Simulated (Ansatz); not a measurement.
# N: the band gap up the ladder of functionals

One table from this session's results is given with a row withheld; the runs are named, their logs left out.

Program: Ansatz 0.2.0. PAW datasets, plane waves. The values are computed, spin-unpolarised, and not measurements.

## Starting point

The cell was relaxed beforehand with r2SCAN+rVV10.

It is hexagonal, P6_3/mmc (No. 194); a = 3.580 Å, c = 7.642 Å in the conventional setting, 21.21 Å³ an atom. N has 1 N at 1.09 Å.

As a file:

```
N
1.0
     3.58042    0.00000    0.00000
    -1.79021    3.10073    0.00000
     0.00000    0.00000    7.64150
N
4
Direct
  0.33333 0.66667 0.32157
  0.33333 0.66667 0.17843
  0.66667 0.33333 0.82157
  0.66667 0.33333 0.67843
```

Set-up of the first run:

The input, input.yaml:

```yaml
crystal:
  lattice:
    - [3.5804190885, 0.0, 0.0]
    - [-1.7902095442, 3.1007338868, 0.0]
    - [0.0, 0.0, 7.6415025808]
  atoms:
    - { symbol: "N", position: [0.3333333333, 0.6666666667, 0.3215708973] }
    - { symbol: "N", position: [0.3333333333, 0.6666666667, 0.1784291027] }
    - { symbol: "N", position: [0.6666666667, 0.3333333333, 0.8215708973] }
    - { symbol: "N", position: [0.6666666667, 0.3333333333, 0.6784291027] }
kpoints:
  mp_grid: { grid: [12, 12, 4] }
  band_path:
    path:
      - [[0.0, 0.0, 0.0], [0.5, 3.328666009718e-17, 0.0], [0.3333333333333, 0.3333333333333, 0.0], [0.0, 0.0, 0.0], [0.0, 0.0, 0.5], [0.5, 3.328666009718e-17, 0.5], [0.3333333333333, 0.3333333333333, 0.5], [0.0, 0.0, 0.5]]
      - [[0.5, 3.328666009718e-17, 0.5], [0.5, 3.328666009718e-17, 0.0]]
      - [[0.3333333333333, 0.3333333333333, 0.5], [0.3333333333333, 0.3333333333333, 0.0]]
    npoints: 10
hamiltonian:
  xc: pbe
scf:
  occupations: { method: fermi_dirac, width: 0.02 }
  n_extra_bands: 5
output:
  forces: true
  stress: true
  eigenvalues: true
```

On the command line:

```bash
> ansatz run input.yaml --threads 2 --pin off --max-ram 2211MiB --backend cpu --events-out ev --progress --plain --runs-dir out
```

Steps of the session up to this table: PBE band path; r2SCAN; Single point with HSE06; PBE0; LDA; One-shot GW from PBE; G0W0 on PBE; Single point with DDH-PBE0; r2SCAN0; LC-ωPBE at the same geometry.

One of the session's tables, all rows but one given; the rest of the session is left out.

| level | gap (eV) |
| --- | --- |
| PBE | 7.08 |
| r2SCAN | 7.74 |
| HSE06 | 9.37 |
| PBE0 | ? |
| LDA | 6.90 |
| G0W0@PBE (253 empty bands) | 13.25 |
| G0W0@PBE (628 empty bands) | 13.32 |
| DDH-PBE0 | 14.66 |
| r2SCAN0 | 10.59 |
| LC-ωPBE | 15.61 |

Q: Estimate the row for PBE0 from the others.

**Answer.** gap (eV): 10.17. In the column «gap (eV)» it lies between HSE06 (9.37) and r2SCAN0 (10.59).

Meshes: PBE 12×12×4, r2SCAN 12×12×4, HSE06 6×6×2, PBE0 6×6×2, LDA 12×12×4, DDH-PBE0 6×6×2, r2SCAN0 6×6×2, LC-ωPBE 6×6×2.

What this shows: The gap runs from 6.90 eV (LDA) to 15.61 eV (LC-ωPBE). PBE reaches 53 % of the G0W0@PBE value, and r2SCAN 58 %. PBE0 lies 0.80 eV above HSE06, which differs from it by screening the long-range exchange. G0W0 here is at a finite number of bands, screening cutoff and k mesh, not at the basis limit.

Limits of these values: Warnings in the runs' records: stress scf threshold loose, stress exchange threshold loose.
